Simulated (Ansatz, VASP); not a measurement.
# One calculation of AgCl, two programs

```
Ag Cl
1.0
     0.00000    3.05936    3.05936
     3.05936    0.00000    3.05936
     3.05936    3.05936    0.00000
Ag Cl
1 1
Direct
  0.00000 0.00000 0.00000
  0.25000 0.25000 0.25000
```

Alike in both runs: task single point; functional PBE; k mesh 6 × 6 × 6; no spin polarisation.

|  | VASP | Ansatz |
| --- | --- | --- |
| version | VASP 6.6.1 | Ansatz 0.2.0 |
| potentials or method | VASP PAW PBE potentials, release 64 (Ag, Cl) | plane waves, PAW |
| plane-wave cutoff (eV) | 520 | 420 |
| occupations | gaussian, width 0.01 eV | fixed |
| valence electrons in the cell | 18 | 26 |

```tsv
	VASP	Ansatz	Ansatz less VASP
gap on the k mesh at the Fermi level (eV)	1.33	1.33	+0.001
pressure (GPa)	-0.9	-0.8	+0.10
```

The two sets of potentials don't hold the same shells in valence.
